In aluminium a pressure of 0.1 GPa changes the volume by about one part in eight hundred. An energy error that changes by 1 meV for each Å³ of volume acts on the crystal like a pressure of 0.16 GPa. These two magnitudes show how easily one metal, treated with one density functional, can end up with several equilibrium volumes. What differs between the runs is the potential, which stands for the nucleus and inner electrons, and the cutoff, the highest kinetic energy of the plane waves that describe the remaining electrons.

ABINIT calculations with the PBE functional for fcc aluminium, without spin polarisation, on an 11×11×11 k mesh with Fermi-Dirac smearing of 0.05 eV. Equilibrium volume, bulk modulus and its pressure derivative (slope) come from Birch-Murnaghan fits to static-lattice energies at seven volumes. The basis is given by its plane-wave cutoff.

| potentials | basis | equilibrium volume (Å³/atom) | bulk modulus (GPa) | bulk modulus slope |
| --- | --- | --- | --- | --- |
| PseudoDojo NC SR PBE v0.4.1 standard | 544 eV | 16.464 | 79.70 | 4.480 |
| SPMS NC PBE v1.0 | 435 eV | 16.476 | 79.00 | 4.240 |
| JTH PAW PBE v2.0 | 707 eV | 16.490 | 79.50 | 4.520 |
| JTH PAW PBE v2.0 | 544 eV | 16.493 | 79.50 | 4.470 |
| JTH PAW PBE v2.0 | 408 eV | 16.504 | 78.90 | 4.440 |
| Ansatz NC PBE | 544 eV | 16.516 | 78.60 | 4.460 |
| SG15 NC PBE v1.2 | 816 eV | 16.558 | 78.40 | 4.500 |

**(a) The total energies of these runs differ by up to more than a thousand electronvolts per atom, yet the volumes agree within one per cent. What part of an energy difference moves the minimum, and how far?**

*Solution.* Think of a weight hung on a spring. Raising the zero of energy leaves the rest position alone, while a small constant force shifts it by the force divided by the stiffness. In the crystal, volume takes the place of length and pressure that of force. The picture holds for small shifts; unlike an ideal spring, aluminium also becomes softer as it expands.

Let $\delta E(V)$ be the energy per atom of one run less that of a reference run, at the same volume per atom $V$. Near its own minimum $V_0$, the reference energy has the slope $(B/V_0)(V-V_0)$, where $B$ is the bulk modulus. The new minimum lies where this slope and that of $\delta E$ cancel, so that

$$\Delta V=-\frac{V_0}{B}\,\frac{d\,\delta E}{dV}.$$

A constant offset, however large, drops out. Only the tilt of the offset counts, and a tilt downward toward larger volume acts as an outward push.

SG15, the row with the largest volume, makes a good example, with JTH at 707 eV as the reference. As the cell expands through the scanned range of 2.0 Å³ per atom, the SG15 energy sinks by 4.0 meV relative to JTH. That is a tilt of 2.0 meV/Å³, or a push of 0.32 GPa. With $V_0=16.49$ Å³ and $B=79.5$ GPa, the formula gives

$$\Delta V=16.49\times0.32/79.5\approx0.07\ \text{Å}^3,$$

which is the shift in the table. A few millielectronvolts thus decide the result, beneath an offset of more than a thousand electronvolts.

The output below repeats this for every row, taking each tilt from a straight line through the energy differences at the seven scanned volumes. The predicted shifts agree with the table to about 0.001 Å³. SG15 and the other rows supplied their own tilts, and the same energies fix their minima. The agreement therefore shows that a single number, the tilt, carries nearly all of the effect; where the tilt comes from is a separate matter.

**(b) The JTH potential appears at three cutoffs. Why does its volume grow when the cutoff is lowered, and what does this imply for SPMS, which was run at only 435 eV?**

*Solution.* A lower cutoff removes the plane waves of shortest wavelength, and the energy rises. For JTH at 408 eV, the rise relative to 707 eV is 4.0 meV at the smallest scanned volume but only 3.1 meV at the largest. The error therefore favours the expanded crystal and pushes the minimum outward, by 0.014 Å³. A reasonable cause is that short waves are needed mostly close to the nucleus, where the valence wave functions vary fastest, and that compression brings more valence charge there.

The pressures computed in the same runs err in the opposite direction. They describe an expansion in which the set of plane waves is held fixed, so that every wave is stretched with the cell. The effective cutoff $E_c$ then falls as $V^{-2/3}$, which costs energy and appears as an inward pull of

$$\frac{2}{3}\,\frac{E_c}{V}\left|\frac{dE}{dE_c}\right|.$$

This is the well-known Pulay stress. Between 408 and 544 eV the energy gained by JTH implies an average pull of about 0.07 GPa, and the distances between energy minimum and volume of zero pressure at these two cutoffs, turned into pressures and averaged, give about the same.

The two errors give a useful test of the basis. As the JTH cutoff rises, the energy minimum comes down from 16.504 to 16.490 Å³, while the volume of zero pressure climbs from 16.48 to 16.49 Å³. They close in on each other from opposite sides. A wide gap between them is therefore a sign that the cutoff is too low.

SPMS shows such a gap, 0.027 Å³, which is more than twice its distance of 0.012 Å³ from PseudoDojo. If its basis error acts as it does in JTH, a higher cutoff would lower the SPMS volume and might reverse the order of these two rows. Their ranking is thus not a secure property of the potentials.

The same weakness probably accounts for the odd bulk modulus slope of SPMS. This slope, $B'$, says how fast the modulus rises with pressure, and SPMS has 4.24 where the other rows have 4.44 to 4.52. Taken from its pressures instead, the slope is 4.5, the same as for PseudoDojo treated in that way. The low value belongs to the energy curve and not to the metal. Its probable source is that plane waves enter the basis in jumps as the volume changes, leaving small steps in the energy to which a quantity as delicate as $B'$ is sensitive. JTH at 408 eV has nearly as wide a gap but an ordinary slope, so a short basis need not show itself in $B'$.

**(c) Which differences belong to the potentials themselves, and do they also explain the bulk moduli?**

*Solution.* Three of the potentials can be compared at the same cutoff, 544 eV. There JTH lies 0.029 Å³ above PseudoDojo, and Ansatz lies 0.023 Å³ above JTH. Raising the JTH cutoff further moves its volume by only 0.003 Å³, and for PseudoDojo and Ansatz the pressure vanishes very close to the energy minimum. These two steps therefore come mainly from the potentials.

Theory suggests how a potential acquires a tilt, though these runs do not test it. A potential is built to reproduce the valence electrons of an atom in chosen reference states, with the inner electrons frozen and the wave functions made smooth or treated approximately near the nucleus. In the crystal, the energies of the valence electrons and their mixture of s and p character change with volume. A small error in how the potential scatters these electrons then changes as well. Its constant part cancels from the volume, and its changing part becomes the push of part (a).

SG15 lies a further 0.042 Å³ above Ansatz. It treats eleven electrons per atom explicitly, where the other potentials treat three, so its 2s and 2p shells can respond to the crystal. It also differs in construction and cutoff, and the table does not separate these causes. The three-electron potentials at 544 eV already span $0.029+0.023=0.052$ Å³, so a step of this size can arise without any response of the inner shells. Treating more electrons removes one approximation, but that is not enough to show that the SG15 volume is the better one.

The moduli follow the volumes only roughly. If each tilt were constant, all potentials would share one pressure curve, merely displaced, and a crystal pushed to a larger volume would soften as $B\propto V^{-B'}$. Starting from JTH at 707 eV, this rule makes SG15 softer than PseudoDojo by 2.0 GPa; the table has 1.3 GPa. The direction is right but the size is too large, because the energy offsets are curved as well as tilted.

For SPMS the rule fails outright. It predicts a modulus slightly above that of JTH at 707 eV, while the table has one below it, 0.8 GPa short of the prediction. SPMS is also the one row that clearly breaks the fall of the modulus with growing volume. A change of cutoff alone moves the JTH modulus by 0.6 GPa. Differences of that size between neighbouring rows should not be read as differences in stiffness.

For anyone who derives strain from such calculations, the whole spread of volumes amounts to 0.19 per cent in the lattice constant. A cell relaxed with one potential and measured against a cell relaxed with another can thus show a strain of that order where none exists. With the same potential and cutoff for both, most of the push is common to the two cells and cancels. The spread measures how far these runs disagree, and agreement between two of them would not by itself make either one right.

Printed output of the fit:

```
Against JTH at 707 eV:
                                   row  outward push in GPa  volume shift from push in A3  volume shift in table in A3  modulus from volume alone in GPa  modulus in table in GPa
  PseudoDojo NC SR PBE v0.4.1 standard               -0.126                      -0.02613                       -0.026                             80.07                     79.7
                      SPMS NC PBE v1.0             -0.07324                      -0.01519                       -0.014                             79.81                       79
                      JTH PAW PBE v2.0                    0                             0                            0                              79.5                     79.5
                      JTH PAW PBE v2.0              0.01551                      0.003217                        0.003                             79.43                     79.5
                      JTH PAW PBE v2.0              0.06703                        0.0139                        0.014                              79.2                     78.9
                         Ansatz NC PBE               0.1262                       0.02618                        0.026                             78.94                     78.6
                      SG15 NC PBE v1.2               0.3231                       0.06702                        0.068                             78.03                     78.4
Full spread of volumes, A3/atom: 0.094
Full spread of volumes, per cent: 0.5709
Full spread as lattice constant, per cent: 0.19
At 544 eV, JTH less PseudoDojo, A3/atom: 0.029
At 544 eV, Ansatz less JTH, A3/atom: 0.023
SG15 less Ansatz, A3/atom: 0.042
SPMS less PseudoDojo, A3/atom: 0.012
Zero-pressure volume of JTH at 408 eV, A3/atom: 16.48
Zero-pressure volume of JTH at 544 eV, A3/atom: 16.49
Zero-pressure volume of JTH at 707 eV, A3/atom: 16.49
Energy minimum less zero-pressure volume, SPMS, A3/atom: 0.02691
JTH energy error at 408 eV against 707 eV, smallest scan volume, meV/atom: 3.97
JTH energy error at 408 eV against 707 eV, largest scan volume, meV/atom: 3.14
Mean pressure error of JTH from 408 to 544 eV, estimated from energy gain, GPa: 0.06948
Mean pressure error of JTH at 408 and 544 eV, from the volume gaps, GPa: 0.07272
Modulus slope of SPMS from its pressures: 4.504
Modulus slope of PseudoDojo from its pressures: 4.486
```
